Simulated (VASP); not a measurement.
**SnS2: work function with PBE**

Sheet: SnS2, a sheet with vacuum.

```xyz
3
Lattice="3.6628 0.0000 0.0000 -1.8314 3.1720 0.0000 0.0000 0.0000 18.9600" Properties=species:S:1:pos:R:3 pbc="T T T"
S     0.0000    2.1147    7.9959
S     1.8314    1.0573   10.9641
Sn   -1.8314    3.1720    9.4800
```

The cell was built by a generator and needn't be a form met in nature.

```json
{"Program": "VASP 6.6.1", "Task": "work function", "Functional": "PBE", "Potentials or basis": "VASP PAW PBE potentials, release 64 (S, Sn_d)", "Cutoff": "520 eV", "k mesh": "12 × 12 × 1", "Occupations": "gaussian, width 0.03 eV", "Spin": "no spin polarisation", "Dipole correction": "yes", "Further INCAR settings": "ALGO = Normal; EDIFF = 1e-06"}
```

```json
{"Largest force": "0.075 eV/Å", "Band gap on the k mesh": "1.58 eV, indirect (least direct gap 1.83 eV)", "Ionisation potential of the upper face": "6.75 eV"}
```

Forces on the atoms (eV/Å):
```
S    0.000  0.000 -0.075
S    0.000  0.000  0.075
Sn   0.000  0.000  0.000
```

Levels at points of the mesh, in eV from the valence-band top:
```tsv
k point	band 10	band 11	band 12	band 13	band 14	band 15	band 16	band 17
(0.00, 0.00, 0.00)	-0.46	-0.46	-0.08	-0.08	2.46	3.88	5.48	5.48
(0.50, 0.00, 0.00)	-2.20	-2.04	-0.52	-0.26	1.58	4.80	6.33	6.35
```

Run time: 30 s on 4 MPI ranks on Intel(R) Xeon(R) Platinum 8488C (Sapphire Rapids), with other jobs on the host, peak memory 0.36 GiB a rank.

Caveat: spin-orbit coupling is left out, which moves the levels of the heavy elements.
